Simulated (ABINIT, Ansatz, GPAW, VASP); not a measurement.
## HgTe: programs and potentials compared

```xyz
2
Lattice="0.0000 3.2145 3.2145 3.2145 0.0000 3.2145 3.2145 3.2145 0.0000" Properties=species:S:1:pos:R:3 pbc="T T T"
Hg   -0.0041   -0.0227    0.0017
Te    4.8265    4.8151    4.8249
```

Atoms were shifted at random by some hundredths of an Å from the given cell, which wasn't relaxed again for these runs.

Alike in all runs: task single point; functional PBEsol; k mesh 7 × 7 × 7; occupations fermi-dirac, width 0.05 eV; no spin polarisation; no spin-orbit coupling. Pressure is positive in compression and, in plane waves, holds the error of the finite cutoff.

```tsv
program and potentials	plane-wave cutoff (eV)	notes	pressure (GPa)	largest force (eV/Å)
Ansatz, all-electron LAPW, scalar-relativistic	-	-	1.78	0.075
VASP, PBE PAW files Hg, Te, 520 eV	520	potentials made for PBE; 9 valence electrons an atom on average	1.90	0.077
GPAW, PAW data sets generated for this functional	600	12 valence electrons an atom on average	1.74	0.076
ABINIT, PseudoDojo NC SR PBEsol v0.4.1 standard	1088	18 valence electrons an atom on average	?	?
```

Task: Estimate from the other rows what the run with ABINIT, PseudoDojo NC SR PBEsol v0.4.1 standard gave.

Result: Pressure 1.83 GPa; largest force 0.076 eV/Å. The other rows, which needn't bracket it: pressure 1.74 to 1.90; largest force 0.075 to 0.077.
